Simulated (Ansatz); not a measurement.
**Cu: course of a relaxation**

All numbers below come from Ansatz, DFT PBE, scalar-relativistic, plane waves, PAW. (420 eV cutoff, 20×20×20 k-mesh, Gaussian smearing of 0.10 eV, no spin polarisation)

What was changed in Ba: Ba → Cu on all its sites, cell and atoms relaxed.

Command:

```bash
ansatz run input.yaml --threads 1 --pin off --max-ram 1331MiB --backend cpu --events-out ev --progress --plain --runs-dir out
```

Input:

```yaml
crystal:
  lattice:
    - [0.0, 1.8185549627, 1.8185549627]
    - [1.8185549627, 0.0, 1.8185549627]
    - [1.8185549627, 1.8185549627, 0.0]
  atoms:
    - { symbol: Cu, position: [0.0, 0.0, 0.0] }
basis:
  ecutwfc: 420
kpoints:
  mp_grid: { grid: [20, 20, 20] }
hamiltonian:
  xc: pbe
scf:
  occupations: { method: gaussian, width: 0.1 }
output:
  forces: true
  stress: true
  eigenvalues: true
relax:
  adjacent_minimum: "off"
  f_tol: 0.01
  max_steps: 60
  cell: { stress_tol: 0.1 }
```

F is the free energy. Steps run on the plane waves of an earlier cell, but the last one, and at times one on the way, on a freshly chosen basis, so a repeated geometry can differ a little in energy.

Steps:

| step | F − F(1) (eV) | largest force component (eV/Å) | V (Å³/atom) | P (GPa) |
| --- | --- | --- | --- | --- |
| 1 | 0.0000 | 0.000 | 12.028 | -0.84 |
| 2 | -0.0002 | 0.000 | 11.991 | -0.41 |
| 3 | -0.0002 | 0.000 | 11.955 | 0.01 |
| 4 | -0.0002 | 0.000 | 11.955 | 0.01 |

Relaxed structure:

```yaml
crystal:
  lattice:
    - [0.00000, 1.81484, 1.81484]
    - [1.81484, 0.00000, 1.81484]
    - [1.81484, 1.81484, 0.00000]
  atoms:
    - { symbol: Cu, position: [0.00000, 0.00000, 0.00000] }
```

It takes space group Fm-3m (No. 225, cubic). The conventional cell has a = 3.630 Å, b = 3.630 Å, c = 3.630 Å, α = 90.00°, β = 90.00°, γ = 90.00°. Around Cu (site symmetry m-3m) lie 12 Cu at 2.57 Å.

The run converged. The run took about 20 core-seconds.